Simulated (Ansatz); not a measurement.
**BN (P6_3mc), a vibration from a frozen displacement**

Level of theory: DFT r2SCAN, scalar-relativistic, plane waves, PAW in Ansatz. The runs took a 500 eV cutoff, a Γ-centred 12×12×6 mesh and Gaussian smearing (0.05 eV). No spin polarisation. Energies are free energies at this smearing, counted from the undisturbed cell; pressure is positive in compression.

Reference structure (as given, not relaxed at this level; it stands at -4.7 GPa; this wurtzite form isn't the usual structure):

```
B N
1.0
     2.55394    0.00000    0.00000
    -1.27697    2.21178    0.00000
     0.00000    0.00000    4.22685
B N
2 2
Direct
  0.66667 0.33333 0.99972
  0.33333 0.66667 0.49972
  0.66667 0.33333 0.62528
  0.33333 0.66667 0.12528
```

Every B atom is moved by x along the Cartesian unit vector (0.577, 0.577, 0.577); the cell and all other atoms stay fixed. The cell's volume is 23.88 Å³; the moved atoms weigh 21.620 u together and the others 28.014 u.

```
  x (Å)  ΔE (meV/cell) total force on the moved atoms along the move (eV/Å) pressure (GPa)
-0.2000         831.77                                                7.5806          4.1363
-0.1500         488.37                                                6.1049          0.2520
-0.1000         226.16                                                4.3367         -2.6235
-0.0500          59.16                                                2.3011         -4.3364
 0.0000           0.00                                                0.0285         -4.7406
 0.0500          59.71                                               -2.4484         -3.6945
 0.1000         247.70                                               -5.0975         -1.0616
 0.1500         571.87                                               -7.8909          3.2938
 0.1750         787.12                                               -9.3344          6.1589
 0.2000        1038.82                                              -10.8060          9.5041
```

Q: What frequency belongs to this motion?

A: The force constant is k = −dF/dx = 47.495 eV/Å², from the parabola through x = -0.0500, 0 and 0.0500. In every cell the moved atoms swing against the rest, so the mass is μ = m₁m₂/(m₁ + m₂) = 12.203 u, and ν̃ = 521.5 cm⁻¹ × √(|k|/μ) = 1029 cm⁻¹, at this cell's pressure of -4.7 GPa. The pattern needn't be a normal mode: ν̃² is then a weighted mean of the squared nonzero frequencies at the zone centre of this cell, taken without macroscopic field, so it lies between the lowest and the highest of them.

Q: How far does the harmonic law reach?

A: At x = -0.200 Å, kx²/2 = 949.89 meV against the computed 831.77 meV (-12.4 %): the well softens in this direction at large amplitude.